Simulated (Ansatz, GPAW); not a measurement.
Given: the input of a run of Ansatz 0.2.0 on CdTe. 

The input input.yaml:

```yaml
crystal:
  lattice:
    - [0.0, 3.205, 3.205]
    - [3.205, 0.0, 3.205]
    - [3.205, 3.205, 0.0]
  atoms:
    - { symbol: Te, position: [0.75, 0.75, 0.75] }
    - { symbol: Cd, position: [0.0, 0.0, 0.0] }
hamiltonian:
  xc: pbe
  pseudopotentials: { kind: paw, azcp: { folder: soft_1 } }
kpoints:
  mp_grid: { grid: [7, 7, 7] }
scf:
  occupations: { method: fermi_dirac, width: 0.05 }
output:
  forces: true
  stress: true
  eigenvalues: true
```

Potentials or basis: Ansatz PAW soft_1.

Launch:

```sh
$ ansatz run input.yaml --threads 1 --pin off --max-ram 3584MiB --backend cpu --events-out ev --progress --plain --runs-dir out
```

Set up the same calculation for GPAW 26.7.0 (ASE script). Potentials or basis there: GPAW PAW data sets (gpaw-data 1.2.1), cutoff 600 eV.

As run (cutoffs and basis follow the program's own potentials, and thresholds, step limits or extra output files can differ):

run.py

```python
from ase import Atoms
from ase.dft.bandgap import bandgap
from ase.io import write
from ase.units import GPa
from gpaw import GPAW, PW

atoms = Atoms(['Te', 'Cd'],
              cell=[[0.0, 3.205, 3.205],
                    [3.205, 0.0, 3.205],
                    [3.205, 3.205, 0.0]],
              scaled_positions=[[0.75, 0.75, 0.75],
                                [0.0, 0.0, 0.0]],
              pbc=True)

calc = GPAW(mode=PW(600),
            xc='PBE',
            kpts={'size': (7, 7, 7), 'gamma': True},
            occupations={'name': 'fermi-dirac', 'width': 0.05},
            nbands=18,
            convergence={'density': 1e-05, 'energy': 1e-05},
            maxiter=150,
            txt='gpaw.txt')
atoms.calc = calc
energy = atoms.get_potential_energy()
forces = atoms.get_forces()
stress = atoms.get_stress()
calc.write('gs.gpw')
write('result.traj', atoms)
print(f'Energy: {energy:.6f} eV')
print('Forces (eV/A):')
print(forces.round(4))
print('Stress (GPa):', (stress / GPa).round(3))
print('Fermi level:', round(calc.get_fermi_level(), 4), 'eV')
print(f'Gap: {bandgap(calc)[0]:.4f} eV, direct: {bandgap(calc, direct=True)[0]:.4f} eV')
```

Potentials or basis: GPAW PAW data sets (gpaw-data 1.2.1), pw.

Command:

```bash
$ OMP_NUM_THREADS=1 python run.py
```

Both were run:

|  | Ansatz | GPAW |
| --- | --- | --- |
| Pressure | 4.3 GPa | 3.8 GPa |

Ansatz's pressure holds a Pulay term of +0.03 GPa for its cutoff of 420 eV, which the other run lacks.

The potentials hold 36 and 18 valence electrons a cell.

Where Ansatz's input types no cutoff or centring, it takes its own default and a Γ-centred mesh.

Pressure is positive in compression.
